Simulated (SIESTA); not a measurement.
Crystal: Zr.

```
CELL_PARAMETERS angstrom
3.23200 0.00000 0.00000
-1.61600 2.79899 0.00000
0.00000 0.00000 5.14700
ATOMIC_POSITIONS crystal
Zr 0.66667 0.33333 0.75000
Zr 0.33333 0.66667 0.25000
```

```yaml
Program: SIESTA 5.4.2
Task: relaxation of cell and atoms
Functional: PBE
Potentials_or_basis: PseudoDojo 0.4 standard (PBE files)
Basis: SZ (energy shift 0.003 Ry)
Grid_cutoff: 800 Ry
Energy_shift: 0.003 Ry
k_mesh: 6 × 6 × 4
Occupations: fermi-dirac, width 0.05 eV
Spin: no spin polarisation
```

At the start: pressure -6.3 GPa; volume 23.28 Å³/atom.

Problem. How do energy, volume and symmetry change on relaxing?

Solution. Over 7 steps the energy falls by 32.9 meV/atom and the volume is 22.01 Å³/atom (-5.5 %); space group P6_3/mmc (No. 194, to 0.05 Å).

The path:
| step | energy change (eV) | largest force (eV/Å) | pressure (GPa) | volume (Å³) |
| --- | --- | --- | --- | --- |
| 1 | 0.0000 | 0.0000 | -6.26 | 46.56 |
| 2 | -0.0084 | 0.0000 | -5.80 | 46.35 |
| 3 | -0.0574 | 0.0000 | 0.48 | 43.87 |
| 4 | 0.0576 | 0.0000 | -8.66 | 47.76 |
| 5 | -0.0548 | 0.0000 | 2.90 | 43.07 |
| 6 | -0.0658 | 0.0000 | -0.06 | 44.06 |
| 7 | -0.0659 | 0.0000 | 0.04 | 44.02 |

Final structure:
```
Zr
1.0
     3.12969    0.00000    0.00000
    -1.56485    2.71039    0.00000
     0.00000    0.00000    5.18974
Zr
2
Direct
  0.66667 0.33333 0.75000
  0.33333 0.66667 0.25000
```

Caveat: the k mesh is coarse (spacing up to 0.37 Å⁻¹), so the values aren't converged; the basis has no polarisation orbitals; the basis of atomic orbitals isn't converged, which shifts pressures, moduli and gaps.
